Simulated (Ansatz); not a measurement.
# Ni: the cost of one run

Computed with Ansatz 0.2.0 (DFT PBEsol, scalar-relativistic, plane waves, PAW, unless a step's input says otherwise).

2 further runs of the same task are left out: 2 set aside as unsound or not needed.

## Step 1: The system as given

The structure is cubic, space group Fm-3m (No. 225). The conventional cell has a = 3.463 Å, b = 3.463 Å, c = 3.463 Å, α = 90.00°, β = 90.00°, γ = 90.00°. Around Ni (site symmetry m-3m) lie 12 Ni at 2.45 Å.

As a file:

```xyz
1
Lattice="0.0000 1.7316 1.7316 1.7316 0.0000 1.7316 1.7316 1.7316 0.0000" Properties=species:S:1:pos:R:3 pbc="T T T"
Ni    0.0000    0.0000    0.0000
```

This cell was relaxed beforehand with the same method: volume 10.38 Å³/atom, gap on the mesh none (metal), site moments up to 0.7 μB.

## Step 2: Electronic structure at the relaxed geometry

File input.yaml:

```yaml
crystal:
  lattice:
    - [0.0, 1.7315727433, 1.7315727433]
    - [1.7315727433, 0.0, 1.7315727433]
    - [1.7315727433, 1.7315727433, 0.0]
  atoms:
    - { symbol: Ni, position: [0.0, 0.0, 0.0], spin: 0.73 }
basis:
  ecutwfc: 420
kpoints:
  mp_grid: { grid: [20, 20, 20] }
  band_path:
    path:
      - [[0.0, 0.0, 0.0], [0.5, 0.0, 0.5], [0.625, 0.25, 0.625]]
      - [[0.375, 0.375, 0.75], [0.0, 0.0, 0.0], [0.5, 0.5, 0.5], [0.5, 0.25, 0.75], [0.5, 0.0, 0.5]]
    npoints: 14
hamiltonian:
  xc: pbesol
scf:
  occupations: { method: gaussian, width: 0.1 }
  n_extra_bands: 6
output:
  forces: true
  stress: true
  eigenvalues: true
  populations: true
  dos: { projected: true, de: 0.02, nscf_kmesh: { grid: [30, 30, 30] } }
  bader: true
  write_density: true
  write_potential: true
  elf: true
  volumetric_format: npy
magnetization:
  spin_polarized: true
checkpoint:
  read: start.run
  write: ck
  compress: false
  write_wavefunctions: false
  write_every: 100000
```

Run with:

```bash
$ ansatz run input.yaml --threads 1 --pin off --max-ram 2560MiB --backend cpu --events-out ev --progress --plain --runs-dir out
```

What time and memory should one allow on 1 thread of Intel Xeon 6975P-C (Granite Rapids), shared host?

About 9.8 s, with a peak of 0.38 GiB.
